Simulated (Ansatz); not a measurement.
# Au (Cmcm) in Ansatz: further runs

The runs below take Au through band structure, single point, with PBEsol.

All numbers are computed with Ansatz 0.2.0; they aren't measurements. Logs are shortened: lines on timing, memory, paths and dates and some standing lists are left out, and cuts for length are marked.

### 1 The structure

The structure is orthorhombic, space group Cmcm (No. 63). The conventional cell has a = 2.823 Å, b = 5.112 Å, c = 4.893 Å, α = 90.00°, β = 90.00°, γ = 90.00°. Around Au (site symmetry m2m) lie 12 Au at 2.82 to 2.97 Å.

This isn't the form of Au at room conditions, which is fcc.

### 2 Band structure, PBEsol

File input.yaml:

```yaml
crystal:
  lattice:
    - [1.411309965, -2.555933025, 0.0]
    - [1.411309965, 2.555933025, 0.0]
    - [0.0, 0.0, 4.89316961]
  atoms:
    - { symbol: Au, position: [0.33467203, 0.66532797, 0.25] }
    - { symbol: Au, position: [0.66532797, 0.33467203, 0.75] }
kpoints:
  mp_grid: { grid: [8, 8, 4] }
  band_path:
    path:
      - [0.0, 0.0, 0.0]
      - [0.3262229733, 0.3262229733, 0.0]
      - [0.0, 0.5, 0.0]
      - [0.0, 0.5, 0.5]
      - [0.3262229733, 0.3262229733, 0.5]
      - [0.0, 0.0, 0.5]
      - [0.0, 0.0, 0.0]
      - [-0.5, 0.5, 0.0]
    npoints: 12
scf:
  occupations: { method: fermi_dirac, width: 0.05 }
hamiltonian:
  xc: pbesol
  pseudopotentials: { kind: all_electron, lapw: { basis_error: 0.001 } }
output:
  forces: true
  stress: true
  eigenvalues: true
```

Potentials or basis: all-electron LAPW, scalar-relativistic.

Run with:

```sh
$ ansatz run input.yaml --threads 1 --pin off --max-ram 3072MiB --backend cpu --events-out ev --progress --plain --runs-dir out
```

What it wrote:

```text
Warning: RAYON_NUM_THREADS=1 ignored (pool sized by the plan → 1); use --threads N
LAPW: plane waves up to 8.273 Å⁻¹, error target 1.0e-3 eV per atom; small_component_spin mean_spin; Au in spheres of 1.411 Å, 43 of its electrons in bands, Dirac shells [] (how accurate: hamiltonian.pseudopotentials.lapw.basis_error, Limitations)
Engine: ansatz 0.2.0, x86_64-unknown-linux-gnu
Pseudopotentials: kind: all_electron
Pseudopotential: Au, LAPW, valence charge 43, lapw/all_electron/scalar/gaussian/Au, Koelling and Harmon's equation, gaussian nucleus
Functional definition: PBEsol
  exchange = pbesol_x
  correlation = pbesol_c
Crystal: 2 atoms, lattice volume = 35.301 Å³
Basis set: ecut = 260.75513580664443 eV, 337 PW (Γ), FFT grids on a1+a2, a2, a3, exchange–correlation at level 2
Bands: 52, of which v1, the nominal top of the filled ones, is band 43 counted from 1 (42 counted from 0)
Symmetry: 8 space group operations
Space group: Cmcm (ITA 63), of the structure as read, at distance tolerance 3.3e-5 Å
k-points: 63 of 256
Non-local potential: Au, projectors of the file, none
Initial density: superposition of atomic densities (chi_scale 0.1, normalization cell)
Initial wavefunctions: plane waves of lowest kinetic energy (no species holds an atomic orbital)
Functional: x = pbesol(κ = 0.804, μ = 0.12345679012345678), c = pbesol(β = 0.046)
iter 1 solved again at ethr=2.25e-4 eV; its pass at ethr=1.00e-1 eV (dr2=1.93e-1 eV) is discarded
SCF iter   1: F=—  HF=-1034165.900704 eV  |F-HF|=—  |Δ(HF+E_count)|=         —  Δρ=2.91e-2  dr2=1.93e-1  ethr=2.25e-4  ⟨swp⟩=3.0  Hψ=20153  notcnv=0
preconditioner: auto → LDOS  [metal: Δε(μ)=0.048 eV  Ē_g=15.206 eV  σ=0.050 eV  W_gap=0.23  n_scr=22 (ndim 8)  ℏωp=29.3 eV  f_vac=0.052  D(μ)=1.12/eV (n_scr^D=2)  β→1.0]
iter 2 solved again at ethr=7.90e-6 eV; its pass at ethr=2.25e-4 eV (dr2=6.79e-3 eV) is discarded
SCF iter   2: F=—  HF=-1034165.871396 eV  |F-HF|=—  |Δ(HF+E_count)|=   2.93e-2  Δρ=6.57e-3  dr2=6.79e-3  ethr=7.90e-6  ⟨swp⟩=2.0  Hψ=16948  notcnv=0
SCF iter   3: F=—  HF=-1034165.311049 eV  |F-HF|=—  |Δ(HF+E_count)|=   5.60e-1  Δρ=4.05e-3  dr2=3.73e-3  ethr=7.90e-6  ⟨swp⟩=3.0  Hψ=10717  notcnv=0
SCF iter   4: F=—  HF=-1034165.295843 eV  |F-HF|=—  |Δ(HF+E_count)|=   1.52e-2  Δρ=1.40e-3  dr2=4.48e-4  ethr=4.34e-6  ⟨swp⟩=2.0  Hψ=9459  notcnv=0
SCF iter   5: F=—  HF=-1034165.295593 eV  |F-HF|=—  |Δ(HF+E_count)|=   2.50e-4  Δρ=2.79e-4  dr2=1.80e-5  ethr=5.21e-7  ⟨swp⟩=2.0  Hψ=9459  notcnv=0
SCF iter   6: F=—  HF=-1034165.295609 eV  |F-HF|=—  |Δ(HF+E_count)|=   1.57e-5  Δρ=2.03e-5  dr2=1.17e-7  ethr=2.10e-8  ⟨swp⟩=2.3  Hψ=9482  notcnv=0
SCF iter   7: F=-1034165.295609 eV  HF=-1034165.295609 eV  |F-HF|=3.96e-9  |Δ(HF+E_count)|=   4.05e-8  Δρ=5.08e-6  dr2=4.24e-9  ethr=1.36e-10  ⟨swp⟩=3.0  Hψ=9750  notcnv=0
SCF 1 converged in 7 iterations: F = -1034165.295609 eV  dr2 = 4.24e-9
NSCF: frozen V_eff on 85 k-points
SCF converged after 7 iterations
Free energy (F): -1034165.295609 eV
Harris-Foulkes:  -1034165.295609 eV  (|F-HF|=3.96e-9)
Internal energy: -1034165.288401 eV  (E = F + TS)
E sigma→0 (E₀):  -1034165.292005 eV
Entropy (-TS):   -0.007208 eV (-3.604 meV/atom)
Fermi energy:    23.859429 eV
--- Per-component energies (eV) ---
  E_band       = -7781.796885
  E_kinetic    = 1178600.139777
  E_xc         = -19542.264931
  E_electrostatic = -2193223.163247  (all electrons and nuclei)
  E_smearing   = -0.007208  (= −TS)
  E_closure    = 0.000000  (closes the sum)
  E_atoms      = -1034157.510330  (free atoms, spherical and without spin; not in F)
  Σ components = -1034165.295609   (vs F -1034165.295609, Δ=0.00e0)
  Basis errors (estimates in eV, not in F): energy 2.7e-4 per atom: plane waves 2.3e-4 (1.2e-4 summed), levels above the bands 2.0e-170, relativity 4.4e-9, radial functions 3.8e-5, core shells 2.8e-8; eigenvalues (radial functions only) 1.4e-5; not estimated: angular momenta, meshes, grids; target (lapw.basis_error) 1.0e-3; muffin-tin radii Au 1.411 Å
--- Forces (eV/Å), atoms counted from 1 ---
  atom   1  Au     0.00000000     0.00813257     0.00000000
  atom   2  Au     0.00000000    -0.00813257    -0.00000000
  max |Σ_I F_I| component: 0.00e0 eV/Å
--- Stress (GPa, compression-positive) ---
       -6.174058      -0.000000       0.000000
       -0.000000      -2.856928      -0.000000
        0.000000      -0.000000      -5.395963
  P = ⅓ Tr σ = -4.8090 GPa (-48.090 kbar)
--- Band table (eV; the first three rows and the last of 63) ---
  k-point 0: bands = ["-298.5706", "-298.5706", "-298.5521", "-298.5521", "-298.5498", "-298.5498", "-298.5490", "-298.5490", "-298.5415", "-298.5415", "-81.4759", "-81.4680", "-54.5305", "-54.5303", "-54.5246", "-54.5246", "-54.5234", "-54.5232", "-54.5103", "-54.5100", "-54.5069", "-54.5065", "-54.5060", "-54.5058", "-54.5045", "-54.5045", "-32.9378", "-32.8245", "-32.8020", "-32.7869", "-32.7702", "-32.7633", "14.3181", "16.7317", "19.1404", "19.1938", "19.5377", "19.7853", "20.0392", "20.4321", "20.5827", "21.7358", "21.7915", "22.7612", "26.2790", "38.3221", "39.2956", "40.4592", "41.7372", "42.6559", "44.2095", "44.9847"]
  k-point 1: bands = ["-298.5706", "-298.5706", "-298.5521", "-298.5521", "-298.5498", "-298.5498", "-298.5490", "-298.5490", "-298.5415", "-298.5415", "-81.4748", "-81.4691", "-54.5304", "-54.5303", "-54.5246", "-54.5246", "-54.5233", "-54.5232", "-54.5102", "-54.5101", "-54.5068", "-54.5066", "-54.5059", "-54.5058", "-54.5045", "-54.5045", "-32.9135", "-32.8212", "-32.8053", "-32.7952", "-32.7832", "-32.7667", "14.7964", "16.6484", "19.0617", "19.1495", "19.4113", "19.7012", "19.9164", "20.6656", "20.7723", "20.8913", "21.6338", "21.7150", "29.3310", "37.4002", "39.2623", "39.5953", "41.3838", "42.3639", "43.5440", "44.4465"]
  k-point 2: bands = ["-298.5706", "-298.5706", "-298.5521", "-298.5521", "-298.5498", "-298.5498", "-298.5490", "-298.5490", "-298.5415", "-298.5415", "-81.4719", "-81.4719", "-54.5304", "-54.5304", "-54.5246", "-54.5246", "-54.5233", "-54.5233", "-54.5102", "-54.5102", "-54.5067", "-54.5067", "-54.5059", "-54.5059", "-54.5045", "-54.5045", "-32.8545", "-32.8545", "-32.8132", "-32.8132", "-32.7750", "-32.7750", "15.9393", "15.9393", "19.1627", "19.1627", "19.2358", "19.2358", "19.7264", "19.7264", "21.2637", "21.2637", "21.3978", "21.3978", "34.0349", "34.0349", "38.6501", "38.6501", "41.8531", "41.8531", "42.8391", "42.8391"]
  k-point 62: bands = ["-298.5706", "-298.5706", "-298.5521", "-298.5521", "-298.5498", "-298.5498", "-298.5490", "-298.5490", "-298.5415", "-298.5415", "-81.4653", "-81.4653", "-54.5307", "-54.5307", "-54.5243", "-54.5243", "-54.5233", "-54.5233", "-54.5107", "-54.5107", "-54.5070", "-54.5070", "-54.5057", "-54.5057", "-54.5044", "-54.5044", "-32.9427", "-32.9427", "-32.8471", "-32.8471", "-32.8194", "-32.8194", "17.0802", "17.0802", "18.1343", "18.1343", "20.7313", "20.7313", "21.5399", "21.5399", "22.1355", "22.1355", "24.1280", "24.1280", "27.3417", "27.3417", "36.4612", "36.4612", "38.0910", "38.0910", "41.2008", "41.2008"]
```

It took 91 s on 1 thread of Intel Xeon at 2.50GHz (Skylake/Cascade Lake), shared host; peak memory 0.44 GiB.

What came out:

```yaml
Free_energy: -1034165.2956 eV
Pressure: -4.8 GPa
Largest_force: 0.008 eV/Å
Band_gap_along_the_path: none (metal or under the smearing width)
```

Forces in eV/Å, atoms in the order of the input:
```
Au   0.000  0.008  0.000
Au   0.000 -0.008  0.000
```

Levels at the corners of the path, in eV from the Fermi level:
| point | band 40 | band 41 | band 42 | band 43 | band 44 | band 45 |
| --- | --- | --- | --- | --- | --- | --- |
| Γ | -3.43 | -3.28 | -2.12 | -2.07 | -1.10 | 2.42 |
| X | -2.41 | -2.35 | -2.33 | 2.19 | 2.52 | 3.87 |
| S | -1.93 | -1.76 | -1.60 | 0.50 | 1.74 | 5.71 |
| R | -2.34 | -1.65 | -1.65 | 0.63 | 0.63 | 4.02 |
| A | -3.54 | -2.05 | -2.05 | 4.13 | 4.13 | 4.60 |
| Z | -4.13 | -2.60 | -2.60 | -2.46 | -2.46 | 10.18 |
| Γ | -3.43 | -3.28 | -2.12 | -2.07 | -1.10 | 2.42 |
| Y | -1.85 | -1.83 | -1.66 | 0.24 | 1.28 | 5.33 |

Caveat: the k mesh is thin for a metal, which can move the energy by tens of meV per atom; spin-orbit coupling is left out, which moves the levels of the heavy elements.

### 3 Band structure, PBEsol, spin-orbit coupling, no magnetisation

input.yaml: that of step 2 with these lines changed.

```diff
@@ -26,2 +26,5 @@
   pseudopotentials: { kind: all_electron, lapw: { basis_error: 0.001 } }
+magnetization:
+  noncollinear: true
+  spin_orbit: true
 output:
```

Potentials or basis: all-electron LAPW, relativistic spinors.

Run with:

```sh
$ ansatz run input.yaml --threads 1 --pin off --max-ram 3072MiB --backend cpu --events-out ev --progress --plain --runs-dir out
```

It took 12 min on 1 thread of Intel Xeon at 2.50GHz (Skylake/Cascade Lake), shared host; peak memory 0.97 GiB.

The run converged. Its results:

* Free energy: -1036139.0634 eV
* Pressure: -6.3 GPa
* Largest force: 0.006 eV/Å
* Band gap along the path: none (metal or under the smearing width)

Forces in eV/Å, atoms in the order of the input:
```
Au   0.000  0.006  0.000
Au   0.000 -0.006  0.000
```

Stress tensor (GPa, compression positive):
```
-7.28  0.00  0.00
 0.00 -4.63  0.00
 0.00  0.00 -7.08
```

Levels at the corners of the path, in eV from the Fermi level:
```csv
point,band 83,band 84,band 85,band 86,band 87,band 88,band 89,band 90
Γ,-2.58,-2.58,-1.70,-1.70,-1.28,-1.28,2.43,2.43
X,-2.07,-2.07,2.13,2.13,2.47,2.47,3.74,3.74
S,-1.43,-1.43,0.46,0.46,1.70,1.70,5.24,5.24
R,-1.54,-1.54,0.46,0.46,0.46,0.46,3.99,3.99
A,-1.92,-1.92,4.01,4.01,4.06,4.06,4.33,4.33
Z,-2.63,-2.63,-2.19,-2.19,-2.19,-2.19,9.95,9.95
Γ,-2.58,-2.58,-1.70,-1.70,-1.28,-1.28,2.43,2.43
Y,-1.46,-1.46,0.24,0.24,1.26,1.26,4.91,4.91
```

Caveat: the k mesh is thin for a metal, which can move the energy by tens of meV per atom.

### 4 Single point, PBEsol, 17.65 Å³/atom (strain_z_fixed_volume = -0.04)

File input.yaml:

```yaml
crystal:
  lattice:
    - [1.4404122013, -2.60863822, 0.0]
    - [1.4404122013, 2.60863822, 0.0]
    - [0.0, 0.0, 4.6974428256]
  atoms:
    - { symbol: Au, position: [0.33467203, 0.66532797, 0.25] }
    - { symbol: Au, position: [0.66532797, 0.33467203, 0.75] }
kpoints:
  mp_grid: { grid: [11, 11, 6] }
scf:
  occupations: { method: fermi_dirac, width: 0.05 }
hamiltonian:
  xc: pbesol
  pseudopotentials: { kind: all_electron, lapw: { basis_error: 0.001 } }
output:
  forces: true
  stress: true
  eigenvalues: true
```

Potentials or basis: all-electron LAPW, scalar-relativistic.

Run with:

```sh
$ ansatz run input.yaml --threads 1 --pin off --max-ram 3072MiB --backend cpu --events-out ev --progress --plain --runs-dir out
```

Wall time 2.3 min (1 thread of Intel Xeon at 2.50GHz (Skylake/Cascade Lake), shared host); peak memory 0.7 GiB.

It converged, with:

* Free energy: -1034165.3052 eV
* Pressure: -5.3 GPa
* Largest force: 0.042 eV/Å
* Band gap on the k mesh: none (metal or under the smearing width)

### 5 Single point, PBEsol, 17.65 Å³/atom (strain_z_fixed_volume = -0.02)

input.yaml: that of step 4 with these lines changed.

```diff
@@ -2,5 +2,5 @@
   lattice:
-    - [1.4404122013, -2.60863822, 0.0]
-    - [1.4404122013, 2.60863822, 0.0]
-    - [0.0, 0.0, 4.6974428256]
+    - [1.4256383523, -2.5818822489, 0.0]
+    - [1.4256383523, 2.5818822489, 0.0]
+    - [0.0, 0.0, 4.7953062178]
   atoms:
```

Run with:

```sh
$ ansatz run input.yaml --threads 1 --pin off --max-ram 3072MiB --backend cpu --events-out ev --progress --plain --runs-dir out
```

It took 2.1 min on 1 thread of Intel Xeon at 2.50GHz (Skylake/Cascade Lake), shared host; peak memory 0.7 GiB.

The run converged. Its results:

```yaml
Free_energy: -1034165.3176 eV
Pressure: -5.5 GPa
Largest_force: 0.030 eV/Å
Band_gap_on_the_k_mesh: none (metal or under the smearing width)
```
